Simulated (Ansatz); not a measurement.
Input and command of a calculation in Ansatz (plane waves; scalar-relativistic PAW potentials unless the input names others):

```yaml
crystal:
  lattice:
    - [0.0, 3.2345508176, 3.2345508176]
    - [3.2345508176, 0.0, 3.2345508176]
    - [3.2345508176, 3.2345508176, 0.0]
  atoms:
    - { symbol: Ba, position: [0.0, 0.0, 0.0] }
basis:
  ecutwfc: 420
  ecutrho_ratio: 12
kpoints:
  mp_grid: { grid: [12, 12, 12] }
hamiltonian:
  xc: pbe
  dispersion: d4
scf:
  occupations: { method: fermi_dirac, width: 0.001 }
output:
  forces: true
  eigenvalues: true
  stress: true
```

```bash
ansatz run input.yaml --threads 1 --pin off --max-ram 2560MiB --backend cpu --events-out ev --progress --plain --runs-dir out
```

Abridged log:
```
Basis set: ecut = 420 eV, 1363 PW (Γ), exchange–correlation on 108×108×108 points (8 copies of the dense FFT grid, shifted against one another)
Bands: 9, of which v1, the nominal top of the filled ones, is band 5 counted from 1 (4 counted from 0)
Symmetry: 48 space group operations
k-points: 72 of 1728
SCF iter   1: F=—  HF=-5949.665723 eV  |F-HF|=—  |Δ(HF+E_count)|=         —  Δρ=1.11e-3  dr2=1.36e-3  ethr=1.77e-3  ⟨swp⟩=8.4  Hψ=6765  notcnv=0
SCF iter   2: F=—  HF=-5949.665827 eV  |F-HF|=—  |Δ(HF+E_count)|=   1.04e-4  Δρ=5.54e-4  dr2=2.61e-4  ethr=1.36e-5  ⟨swp⟩=2.6  Hψ=1784  notcnv=0  defer=1
SCF iter   3: F=—  HF=-5949.665802 eV  |F-HF|=—  |Δ(HF+E_count)|=   2.55e-5  Δρ=5.21e-5  dr2=3.85e-6  ethr=2.61e-6  ⟨swp⟩=2.0  Hψ=933  notcnv=0  defer=1
SCF iter   4: F=—  HF=-5949.665801 eV  |F-HF|=—  |Δ(HF+E_count)|=   4.59e-7  Δρ=1.26e-5  dr2=7.91e-8  ethr=3.85e-8  ⟨swp⟩=2.3  Hψ=1221  notcnv=0  defer=1
SCF iter   5: F=-5949.665801 eV  HF=-5949.665801 eV  |F-HF|=2.58e-9  |Δ(HF+E_count)|=   1.22e-7  Δρ=2.30e-6  dr2=3.06e-9  ethr=7.91e-10  ⟨swp⟩=2.0  Hψ=984  notcnv=0  defer=1
SCF iter   6: F=-5949.665801 eV  HF=-5949.665801 eV  |F-HF|=3.46e-11  |Δ(HF+E_count)|=   3.15e-9  Δρ=3.08e-7  dr2=7.31e-11  ethr=3.06e-11  ⟨swp⟩=2.1  Hψ=2256  notcnv=0
SCF 1 converged in 6 iterations: F = -5949.665801 eV  dr2 = 7.31e-11
SCF converged after 6 iterations
Free energy (F): -5949.665801 eV
Harris-Foulkes:  -5949.665801 eV  (|F-HF|=3.46e-11)
Internal energy: -5949.665782 eV  (E = F + TS)
E sigma→0 (E₀):  -5949.665792 eV
Entropy (-TS):   -0.000019 eV (-0.019 meV/atom)
Fermi energy:    5.405550 eV
  E_disp       = -0.148205  (pairwise vdW)
--- Forces (eV/Å), atoms counted from 1 ---
  atom   1  Ba     0.00000000     0.00000000     0.00000000
--- Stress (GPa, compression-positive) ---
       -0.795936       0.000000       0.000000
        0.000000      -0.795936       0.000000
        0.000000       0.000000      -0.795936
  P = ⅓ Tr σ = -0.7959 GPa (-7.959 kbar)
```

Apart from outputs and empty bands, the input differs from a reference run on usual settings in hamiltonian.dispersion: not typed → "d4"; basis.ecutrho_ratio: not typed → 12; scf.occupations.method: "gaussian" → "fermi_dirac"; scf.occupations.width: 0.1 → 0.001. The reference, at the same geometry (not necessarily relaxed), gave pressure -0.43 GPa, largest force 0.000 eV/Å, no gap on the mesh. This run converged in 6 SCF iterations (reference: 6) with an energy at zero smearing 148 meV/atom below the reference's (the Hamiltonian itself differs), pressure -0.80 GPa, largest force 0.000 eV/Å, no gap on the mesh. Its k mesh, for so narrow a smearing in a metal, is looser than usual. The Hamiltonian differs as well, so the change in the result can't be put down to that alone.

The run took 2.4 s on 1 thread of AMD EPYC 9R14 (Zen 4), on a shared host, peak memory 0.5 GiB.